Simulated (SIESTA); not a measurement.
Cu2O (Cuprite): band structure with PBE

**What was measured.**

“Importance of surface oxygen vacancies for ultrafast hot carrier relaxation and transport in Cu2O”, 2021, arxiv:2103.03167 quotes, for a bulk crystal of Cu2O: band gap 2.17 eV (direct).

The system is Cu2O (Cuprite).

```
Cu O
1.0
     4.26000    0.00000    0.00000
     0.00000    4.26000    0.00000
     0.00000    0.00000    4.26000
Cu O
4 2
Direct
  0.75000 0.25000 0.75000
  0.75000 0.75000 0.25000
  0.25000 0.75000 0.75000
  0.25000 0.25000 0.25000
  0.50000 0.50000 0.50000
  0.00000 0.00000 0.00000
```

| Property | Result |
| --- | --- |
| Program | SIESTA 5.4.2 |
| Task | band structure |
| Functional | PBE |
| Potentials or basis | PseudoDojo 0.4 standard (PBE files) |
| Basis | TZP (energy shift 0.002 Ry) |
| Grid cutoff | 800 Ry |
| Energy shift | 0.002 Ry |
| k mesh | 6 × 6 × 6 |
| Occupations | fermi-dirac, width 0.05 eV |
| Spin | no spin polarisation |

```yaml
Pressure: 3.6 GPa
Band_gap_on_the_k_mesh: 0.52 eV, direct
Band_gap_along_the_path: 0.52 eV, direct
```

Levels at the corners of the path, in eV from the valence-band top:
```
point  band 42  band 43  band 44  band 45  band 46  band 47
    Γ     0.00     0.00     0.00     0.52     1.38     1.38
    X    -1.20    -0.40    -0.40     2.32     2.32     4.39
    M    -1.21    -0.66    -0.66     2.02     2.02     3.97
    Γ     0.00     0.00     0.00     0.52     1.38     1.38
    R    -0.55    -0.55    -0.55     2.64     2.64     2.64
    X    -1.20    -0.40    -0.40     2.32     2.32     4.39
    M    -1.21    -0.66    -0.66     2.02     2.02     3.97
    R    -0.55    -0.55    -0.55     2.64     2.64     2.64
```

It took 120 s on 1 thread of Arm Neoverse V2, with other jobs on the host, peak memory 0.54 GiB.

A measured gap of Cu2O is 2.17 eV (direct; quoted in “Importance of surface oxygen vacancies for ultrafast hot carrier relaxation and transport in Cu2O”, 2021, arxiv:2103.03167); the calculated 0.52 eV misses it by -1.65 eV. So large a miss can be the level of theory's own, or it may mean another phase, state or a wrong row. The value is that of PBE in an atomic basis (PseudoDojo 0.4 standard (PBE files), TZP (energy shift 0.002 Ry)), whose error adds to the functional's,, without temperature or zero-point motion. Semilocal functionals fall short of measured gaps as a rule.

Caveat: semicore shells carry a single zeta, which can move pressures by several GPa and volumes by a few percent; the basis of atomic orbitals isn't converged, which shifts pressures, moduli and gaps.
